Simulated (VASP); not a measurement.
# BN in VASP: one cell, several levels of theory, part 2 of 2

VASP 6.6.1, plane waves, PAW. Earlier steps stand in the parts before.

## 3. r2SCAN

INCAR reads:

```
ENCUT = 520.000000
SIGMA = 0.010000
EDIFF = 1.00e-07
ALGO = Normal
METAGGA = R2SCAN
PREC = Accurate
IBRION = -1
ISIF = 2
ISMEAR = 0
NBANDS = 16
NELM = 120
NSW = 0
LASPH = .TRUE.
LCHARG = .FALSE.
LWAVE = .FALSE.
LREAL = .FALSE.
```

KPOINTS reads:

```
KPOINTS created by Atomic Simulation Environment
0
Gamma
12 12 6
0 0 0
```

KPOINTS_OPT reads:

```
special points
8
Reciprocal
0.0000000000 0.0000000000 0.0000000000 1
0.5000000000 0.0000000000 0.0000000000 1
0.3333333333 0.3333333333 0.0000000000 1
0.0000000000 0.0000000000 0.5000000000 1
0.5000000000 0.0000000000 0.5000000000 1
0.3333333333 0.3333333333 0.5000000000 1
0.1000000000 0.0000000000 0.0000000000 1
-0.0052080000 0.0000000000 0.0000000000 1
```

POSCAR reads:

```
B  N
 1.0000000000000000
     2.5185104995703020    0.0000000000000000    0.0000000000000000
    -1.2592552497851510    2.1810940723257195    0.0000000000000000
     0.0000000000000000    0.0000000000000000    4.1657371880999996
 B   N
   2   2
Cartesian
  0.0000000000000000  1.4540627148838130  0.0013092728590888
  1.2592552497851510  0.7270313574419065  2.0841778669090889
  0.0000000000000000  1.4540627148838130  1.5608421726784112
  1.2592552497851510  0.7270313574419065  3.6437107667284110
```

Launch:

```
$ mpirun -np 1 vasp_std
```

Standard output, without the iteration lines:

```text
POSCAR found type information on POSCAR B N
 POSCAR found :  2 types and       4 ions
 -----------------------------------------------------------------------------
|                                                                             |
|                                                                             |
|     You enforced a specific xc type in the INCAR file but a different       |
|     I HOPE YOU KNOW WHAT YOU ARE DOING!                                     |
|                                                                             |
 -----------------------------------------------------------------------------

 LDA part: xc-table for (None), standard interpolation
 POSCAR, INCAR and KPOINTS ok, starting setup
 FFT: planning ... GRIDC
 FFT: planning ... GRID_SOFT
 FFT: planning ... GRID
 WAVECAR not read
 entering main loop
 Start KPOINTS_OPT (optional k-point list driver)
k-point batch [1-8\8]
```

OSZICAR:

```text
N       E                     dE             d eps       ncg     rms          rms(c)
DAV:   1     0.341352003029E+02    0.34135E+02   -0.85454E+03  2440   0.100E+03
DAV:   2    -0.424052340049E+02   -0.76540E+02   -0.71350E+02  3496   0.242E+02
DAV:   3    -0.447983147582E+02   -0.23931E+01   -0.23868E+01  2840   0.388E+01
DAV:   4    -0.448040010265E+02   -0.56863E-02   -0.56859E-02  2944   0.215E+00
DAV:   5    -0.448040165449E+02   -0.15518E-04   -0.15518E-04  2744   0.103E-01    0.963E+00
DAV:   6    -0.382516565361E+02    0.65524E+01   -0.17042E+00  2992   0.111E+01    0.520E+00
DAV:   7    -0.382368035123E+02    0.14853E-01   -0.58211E-01  3184   0.603E+00    0.266E+00
DAV:   8    -0.382355777391E+02    0.12258E-02   -0.35070E-02  3024   0.192E+00    0.339E-01
DAV:   9    -0.382325018467E+02    0.30759E-02   -0.43248E-03  3080   0.857E-01    0.913E-02
DAV:  10    -0.382327215131E+02   -0.21967E-03   -0.95119E-04  2776   0.245E-01    0.849E-02
DAV:  11    -0.382326790396E+02    0.42474E-04   -0.65574E-05  2536   0.886E-02    0.190E-02
DAV:  12    -0.382326806416E+02   -0.16020E-05   -0.14646E-05  3080   0.350E-02    0.438E-03
DAV:  13    -0.382326815286E+02   -0.88696E-06   -0.55310E-07  2816   0.694E-03    0.277E-03
DAV:  14    -0.382326815755E+02   -0.46953E-07   -0.43016E-08  1216   0.256E-03
   1 F= -.38232682E+02 E0= -.38232682E+02  d E =-.375708E-87
       N       E                     dE             ncg
DAV:   1     0.187151870322E+04   -0.29790E+04      256
DAV:   2     0.122230533772E+04   -0.64921E+03      392
DAV:   3     0.120120282710E+04   -0.21103E+02      288
DAV:   4     0.120115573497E+04   -0.47092E-01      312
DAV:   5     0.120115561854E+04   -0.11643E-03      280
DAV:   6     0.120115561798E+04   -0.55501E-06      320
DAV:   7     0.120115561798E+04   -0.28315E-08      216
```

Parts of OUTCAR:

```text
k-points           NKPTS =     76   k-points in BZ     NKDIM =     76   number of bands    NBANDS=     16

   NELECT =      16.0000    total number of electrons

   dimension x,y,z NGX =    20 NGY =   20 NGZ =   32
   dimension x,y,z NGXF=    40 NGYF=   40 NGZF=   64

  energy-cutoff  :      520.00
  volume of cell :       22.88
      direct lattice vectors                 reciprocal lattice vectors
     2.518510500  0.000000000  0.000000000     0.397060088  0.229242749  0.000000000
    -1.259255250  2.181094072  0.000000000     0.000000000  0.458485497  0.000000000
     0.000000000  0.000000000  4.165737188     0.000000000  0.000000000  0.240053550

 k-points in reciprocal lattice and weights: KPOINTS created by Atomic Simulation Env
   0.00000000  0.00000000  0.00000000       0.001
   0.08333333 -0.00000000  0.00000000       0.007
   0.16666667  0.00000000  0.00000000       0.007
   0.25000000  0.00000000  0.00000000       0.007
   0.33333333  0.00000000  0.00000000       0.007
   0.41666667 -0.00000000  0.00000000       0.007
   0.50000000  0.00000000  0.00000000       0.003
   0.08333333  0.08333333  0.00000000       0.007
[... 68 more k-points ...]

 E-fermi :   7.9522

 k-point     1 :       0.0000    0.0000    0.0000
  band No.  band energies     occupation
      1     -14.0449      2.00000
      2      -9.6588      2.00000
      3      -3.8224      2.00000
      4       5.5338      2.00000
      5       5.5338      2.00000
      6       7.5177      2.00000
      7       7.8144      2.00000
      8       7.8144      2.00000
      9      17.0110      0.00000
     10      17.0110      0.00000
     11      17.3106      0.00000
     12      18.4174      0.00000
     13      19.8503      0.00000
     14      20.8166      0.00000
     15      20.8166      0.00000
     16      25.6705      0.00000

 k-point     2 :       0.0833   -0.0000    0.0000
  band No.  band energies     occupation
      1     -13.8842      2.00000
      2      -9.5352      2.00000
      3      -3.6633      2.00000
      4       4.7952      2.00000
      5       5.2294      2.00000
      6       7.2007      2.00000
      7       7.3620      2.00000
      8       7.6468      2.00000
      9      16.7746      0.00000
     10      17.3389      0.00000
     11      17.5721      0.00000
     12      18.9408      0.00000
     13      20.3422      0.00000
     14      20.9382      0.00000
     15      21.3070      0.00000
     16      25.3753      0.00000

 k-point     3 :       0.1667    0.0000    0.0000
  band No.  band energies     occupation
      1     -13.4075      2.00000
      2      -9.1821      2.00000
      3      -3.1925      2.00000
      4       3.0186      2.00000
      5       4.5155      2.00000
      6       5.6899      2.00000
      7       6.8806      2.00000
      8       7.1856      2.00000
      9      16.3392      0.00000
     10      17.9783      0.00000
     11      18.1146      0.00000
     12      19.8657      0.00000
     13      20.8079      0.00000
     14      22.1144      0.00000
     15      22.5863      0.00000
     16      24.4866      0.00000

 k-point     4 :       0.2500    0.0000    0.0000
  band No.  band energies     occupation
      1     -12.6336      2.00000
      2      -8.6667      2.00000
      3      -2.4322      2.00000
      4       0.9162      2.00000
      5       3.7169      2.00000
      6       3.7948      2.00000
      7       6.0810      2.00000
      8       6.5906      2.00000
      9      15.8820      0.00000
     10      18.1091      0.00000
     11      18.8557      0.00000
     12      19.9498      0.00000
     13      21.3034      0.00000
     14      23.3048      0.00000
     15      24.2499      0.00000
     16      24.7352      0.00000

 k-point     5 :       0.3333    0.0000    0.0000
  band No.  band energies     occupation
      1     -11.6080      2.00000
      2      -8.1674      2.00000
      3      -1.4492      2.00000
      4      -0.9504      2.00000
      5       1.8992      2.00000
      6       3.0454      2.00000
      7       4.9950      2.00000
      8       6.0473      2.00000
      9      15.5142      0.00000
     10      17.4908      0.00000
     11      19.2368      0.00000
     12      20.4901      0.00000
     13      20.8121      0.00000
     14      24.5968      0.00000
     15      25.2353      0.00000
     16      25.8722      0.00000

 k-point     6 :       0.4167   -0.0000    0.0000
  band No.  band energies     occupation
      1     -10.4547      2.00000
      2      -8.0583      2.00000
      3      -2.0958      2.00000
      4      -0.4030      2.00000
      5       0.3797      2.00000
      6       2.6094      2.00000
      7       3.7978      2.00000
      8       5.6801      2.00000
      9      15.2935      0.00000
     10      16.7853      0.00000
     11      19.3326      0.00000
     12      20.4532      0.00000
     13      21.4117      0.00000
     14      24.3928      0.00000
     15      25.5505      0.00000
     16      27.0478      0.00000

 k-point     7 :       0.5000    0.0000    0.0000
  band No.  band energies     occupation
      1      -9.7182      2.00000
      2      -8.3388      2.00000
      3      -2.3193      2.00000
      4      -0.5312      2.00000
      5       0.4160      2.00000
      6       2.4593      2.00000
      7       3.1131      2.00000
      8       5.5512      2.00000
      9      15.2248      0.00000
     10      16.5105      0.00000
     11      19.3380      0.00000
     12      20.3387      0.00000
     13      22.0360      0.00000
     14      23.7852      0.00000
     15      25.8579      0.00000
     16      27.4754      0.00000

 k-point     8 :       0.0833    0.0833    0.0000
  band No.  band energies     occupation
      1     -13.5655      2.00000
      2      -9.2965      2.00000
      3      -3.3483      2.00000
      4       3.6884      2.00000
      5       4.5041      2.00000
      6       6.3164      2.00000
      7       7.0473      2.00000
      8       7.2142      2.00000
      9      16.7828      0.00000
     10      17.4948      0.00000
     11      17.9394      0.00000
     12      19.7969      0.00000
     13      20.9930      0.00000
     14      21.0588      0.00000
     15      22.4368      0.00000
     16      24.8788      0.00000

 k-point     9 :       0.1667    0.0833    0.0000
  band No.  band energies     occupation
      1     -12.9395      2.00000
      2      -8.8582      2.00000
      3      -2.7313      2.00000
      4       1.9205      2.00000
      5       3.3973      2.00000
      6       4.9094      2.00000
      7       6.4293      2.00000
      8       6.5325      2.00000
      9      16.6118      0.00000
     10      17.8981      0.00000
     11      18.4847      0.00000
     12      20.1878      0.00000
     13      21.3608      0.00000
     14      22.3270      0.00000
     15      23.8418      0.00000
     16      24.5960      0.00000

 k-point    10 :       0.2500    0.0833    0.0000
  band No.  band energies     occupation
      1     -12.0362      2.00000
      2      -8.3319      2.00000
      3      -1.8478      2.00000
      4      -0.0240      2.00000
      5       2.2657      2.00000
      6       3.3929      2.00000
      7       5.5047      2.00000
      8       5.8769      2.00000
      9      16.2224      0.00000
     10      17.7183      0.00000
     11      19.0673      0.00000
     12      20.3693      0.00000
     13      21.4578      0.00000
     14      23.9101      0.00000
     15      24.5255      0.00000
     16      25.4068      0.00000

 k-point    11 :       0.3333    0.0833    0.0000
  band No.  band energies     occupation
      1     -10.9288      2.00000
      2      -7.9878      2.00000
      3      -1.5628      2.00000
      4      -0.7790      2.00000
      5       0.9518      2.00000
      6       2.4126      2.00000
      7       4.3501      2.00000
      8       5.3796      2.00000
      9      15.9266      0.00000
     10      16.8688      0.00000
     11      19.4006      0.00000
     12      21.0804      0.00000
     13      21.4176      0.00000
     14      24.7239      0.00000
     15      25.1712      0.00000
     16      26.0498      0.00000

 k-point    12 :       0.4167    0.0833    0.0000
  band No.  band energies     occupation
      1      -9.8563      2.00000
      2      -8.1719      2.00000
      3      -2.1993      2.00000
      4      -0.2992      2.00000
      5       0.3659      2.00000
      6       2.0065      2.00000
      7       3.2805      2.00000
      8       5.1146      2.00000
      9      15.8739      0.00000
     10      16.1906      0.00000
     11      19.5021      0.00000
     12      21.2654      0.00000
     13      22.0893      0.00000
     14      23.9579      0.00000
     15      25.6442      0.00000
     16      27.1587      0.00000

[... the tables of k-points 13 to 76 left out ...]

  Total        1.9510869      1.9510869      1.9735558      0.0000000      0.0000000      0.0000000
  in kB      136.6083242    136.6083242    138.1815218      0.0000000      0.0000000      0.0000000
  external PRESSURE =     137.1327234 kB  Pullay stress =       0.0000000 kB

 POSITION                                       TOTAL-FORCE (eV/Angst)
 -----------------------------------------------------------------------------------
      0.00000      1.45406      0.00131        -0.000000      0.000000      0.003167
      1.25926      0.72703      2.08418         0.000000      0.000000      0.003167
      0.00000      1.45406      1.56084         0.000000      0.000000     -0.003167
      1.25926      0.72703      3.64371         0.000000      0.000000     -0.003167
 -----------------------------------------------------------------------------------
    total drift:                                0.000000      0.000000     -0.002294

  FREE ENERGIE OF THE ION-ELECTRON SYSTEM (eV)
  ---------------------------------------------------
  free  energy   TOTEN  =       -38.2326815755 eV

  energy  without entropy=      -38.2326815755  energy(sigma->0) =      -38.23268158
```

Hardware: 1 MPI rank of Intel Xeon Platinum 8488C, shared host.

The levels at the points of KPOINTS_OPT are read from vasprun.xml.

Band energies at the special points (eV, zero at the top of v, the last band that the electrons fill by count):

```csv
point,v−1,v,c,c+1
Γ,0.00,0.00,9.20,9.20
M,-4.70,-2.26,7.41,8.70
K,-5.80,-5.80,5.66,14.83
A,-1.26,-1.26,10.54,10.54
L,-3.84,-3.84,7.31,7.31
H,-3.26,-3.26,10.28,10.28
```

r2SCAN gives an indirect gap of 5.66 eV, from Γ to K; the least direct gap is 9.12 eV. Pressure: 13.71 GPa; the forces vanish within 0.01 eV/Å.

## 4. What came out

This closing draws on all 2 parts.

| level | gap (eV) | pressure (GPa) | Ansatz: gap (eV) | Ansatz: pressure (GPa) |
| --- | --- | --- | --- | --- |
| PBE | 5.13 | 17.41 | 5.14 | 17.03 |
| r2SCAN | 5.66 | 13.71 | 5.70 | 12.47 |

The gap runs from 5.13 eV (PBE) to 5.66 eV (r2SCAN). At this one volume the pressure spans 13.7 GPa (r2SCAN) to 17.4 GPa (PBE): PBE wants the largest cell and r2SCAN the smallest. The two programs agree on the gap within 0.05 eV, far less than the spread between functionals. Datasets and cutoffs are each program's own.
